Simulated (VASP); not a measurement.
# VASP 6.6.1 run: BaTe

INCAR

```
PREC = Accurate
ISMEAR = -1
NSW = 0
ISIF = 2
ALGO = VeryFast
LWAVE = .FALSE.
LREAL = .TRUE.
SIGMA = 0.02
LCHARG = .FALSE.
IBRION = -1
EDIFF = 1E-7
ENCUT = 520
LASPH = .TRUE.
GGA = PE
NBANDS = 15
NELM = 91
```

KPOINTS

```
KPOINTS created by Atomic Simulation Environment
0
Gamma
6 6 6
0 0 0
```

POSCAR

```
Ba Te
 1.0000000000000000
     0.0000000000000000    3.4836324785000001    3.5323793129999999
     3.5323793129999999    0.0000000000000000    3.5323793129999999
     3.5323793129999999    3.4836324785000001    0.0000000000000000
 Ba  Te
   1   1
Cartesian
  0.0000000000000000  0.0000000000000000  0.0000000000000000
  3.5323793129999994  3.4836324784999997  3.5323793129999994
```

The recommended PBE PAW datasets give the neutral cell 16 valence electrons.

Command

```
mpirun -np 1 vasp_std
```

OSZICAR

```
N       E                     dE             d eps       ncg     rms          rms(c)
RMM:   1     0.124331833104E+03    0.12433E+03   -0.41962E+03   450   0.713E+02
RMM:   2     0.399768159185E+02   -0.84355E+02   -0.96819E+02   450   0.152E+02
RMM:   3     0.215507708572E+01   -0.37822E+02   -0.34901E+02   450   0.775E+01
RMM:   4    -0.642393597753E+01   -0.85790E+01   -0.71026E+01   450   0.425E+01
RMM:   5    -0.817724182483E+01   -0.17533E+01   -0.12918E+01   450   0.173E+01
RMM:   6    -0.855200335756E+01   -0.37476E+00   -0.30359E+00   450   0.914E+00
RMM:   7    -0.866190635019E+01   -0.10990E+00   -0.96846E-01   450   0.509E+00
RMM:   8    -0.870097655022E+01   -0.39070E-01   -0.36732E-01   450   0.313E+00
RMM:   9    -0.872229574734E+01   -0.21319E-01   -0.20183E-01  1620   0.192E+00
RMM:  10    -0.872764941481E+01   -0.53537E-02   -0.41599E-02  1720   0.746E-01
...
RMM:  15    -0.862416172956E+01   -0.60223E-02   -0.10324E-02  1223   0.774E-01    0.103E-01
RMM:  16    -0.862470213049E+01   -0.54040E-03   -0.16208E-03  1320   0.218E-01    0.646E-02
RMM:  17    -0.862488447575E+01   -0.18235E-03   -0.47413E-04  1308   0.122E-01    0.260E-02
RMM:  18    -0.862490496425E+01   -0.20489E-04   -0.18402E-04  1465   0.598E-02    0.172E-02
RMM:  19    -0.862490988742E+01   -0.49232E-05   -0.38321E-05  1596   0.234E-02    0.139E-02
RMM:  20    -0.862491057688E+01   -0.68946E-06   -0.10666E-05  1388   0.155E-02    0.385E-03
RMM:  21    -0.862491064208E+01   -0.65197E-07   -0.40509E-06  1386   0.733E-03    0.336E-03
RMM:  22    -0.862491088538E+01   -0.24330E-06   -0.13143E-06  1295   0.405E-03    0.150E-03
RMM:  23    -0.862491096881E+01   -0.83426E-07   -0.37777E-07  1038   0.188E-03
   1 F= -.86249110E+01 E0= -.86249110E+01  d E =-.154789E-10
```

From OUTCAR

```
k-points           NKPTS =     30   k-points in BZ     NKDIM =     30   number of bands    NBANDS=     15

   NELECT =      16.0000    total number of electrons

   dimension x,y,z NGX =    40 NGY =   40 NGZ =   40
   dimension x,y,z NGXF=    80 NGYF=   80 NGZF=   80

  energy-cutoff  :      520.00
  volume of cell :       86.94
      direct lattice vectors                 reciprocal lattice vectors
     0.000000000  3.483632479  3.532379313    -0.141547653  0.143528344  0.141547653
     3.532379313  0.000000000  3.532379313     0.141547653 -0.143528344  0.141547653
     3.532379313  3.483632479  0.000000000     0.141547653  0.143528344 -0.141547653

 k-points in reciprocal lattice and weights: KPOINTS created by Atomic Simulation Env
   0.00000000  0.00000000  0.00000000       0.005
   0.16666667  0.00000000  0.00000000       0.037
   0.33333333  0.00000000  0.00000000       0.037
   0.50000000  0.00000000  0.00000000       0.019
   0.16666667  0.16666667  0.00000000       0.019
   0.33333333  0.16666667  0.00000000       0.074
   0.50000000  0.16666667  0.00000000       0.074
  -0.33333333  0.16666667 -0.00000000       0.074
   ...

 E-fermi :   2.6083

 k-point     1 :       0.0000    0.0000    0.0000
  band No.  band energies     occupation
      1     -24.8645      2.00000
      2     -10.0150      2.00000
      3     -10.0134      2.00000
      4     -10.0134      2.00000
      5      -7.3198      2.00000
      6       2.1804      2.00000
      7       2.1804      2.00000
      8       2.2154      2.00000
      9       5.0384      0.00000
     10       5.0962      0.00000
     11       5.0962      0.00000
     12       5.1822      0.00000
     13       5.6975      0.00000
     14       5.7685      0.00000
     15       9.1782      0.00000

 k-point     2 :       0.1667    0.0000    0.0000
  band No.  band energies     occupation
      1     -24.8615      2.00000
      2     -10.1258      2.00000
      3     -10.0171      2.00000
      4     -10.0165      2.00000
      5      -7.1374      2.00000
      6       1.4019      2.00000
      7       1.8166      2.00000
      8       1.8303      2.00000
      9       5.1600      0.00000
     10       5.4344      0.00000
     11       5.4784      0.00000
     12       6.1075      0.00000
     13       6.4303      0.00000
     14       6.5323      0.00000
     15       9.9885      0.00000

 k-point     3 :       0.3333    0.0000    0.0000
  band No.  band energies     occupation
      1     -24.8554      2.00000
      2     -10.3198      2.00000
      3     -10.0244      2.00000
      4     -10.0205      2.00000
      5      -6.7909      2.00000
      6       0.3907      2.00000
      7       1.2967      2.00000
      8       1.2969      2.00000
      9       5.5875      0.00000
     10       6.2970      0.00000
     11       6.3081      0.00000
     12       7.4661      0.00000
     13       8.0248      0.00000
     14       8.1485      0.00000
     15      10.4275      0.00000

 ...

  Total        0.0294320      0.6320711      0.0294320      0.0000000      0.0000000      0.0000000
  in kB        0.5424167     11.6487553      0.5424167      0.0000000      0.0000000      0.0000000
  external PRESSURE =       4.2445296 kB  Pullay stress =       0.0000000 kB

 POSITION                                       TOTAL-FORCE (eV/Angst)
 -----------------------------------------------------------------------------------
      0.00000      0.00000      0.00000         0.000000      0.000000      0.000000
      3.53238      3.48363      3.53238         0.000000     -0.000000     -0.000000
 -----------------------------------------------------------------------------------
    total drift:                                0.000000     -0.000000     -0.000000

  FREE ENERGIE OF THE ION-ELECTRON SYSTEM (eV)
  ---------------------------------------------------
  free  energy   TOTEN  =        -8.6249109688 eV

  energy  without entropy=       -8.6249109688  energy(sigma->0) =       -8.62491097
```

It converged. Results: gap between bands v and c on the k mesh 1.52 eV; least direct gap on the k mesh 1.91 eV; pressure 0.4 GPa. Band v is the last that the valence electrons fill when counted band by band, and c is the next.

For comparison, a separate PBE run of the intended cell, on usual settings and not on those above, gives a gap of 1.52 eV on its mesh and a pressure of 0.7 GPa.

The run above took about 82 s on one core of a shared host (Intel Xeon Platinum 8488C) and held 0.22 GiB at most.
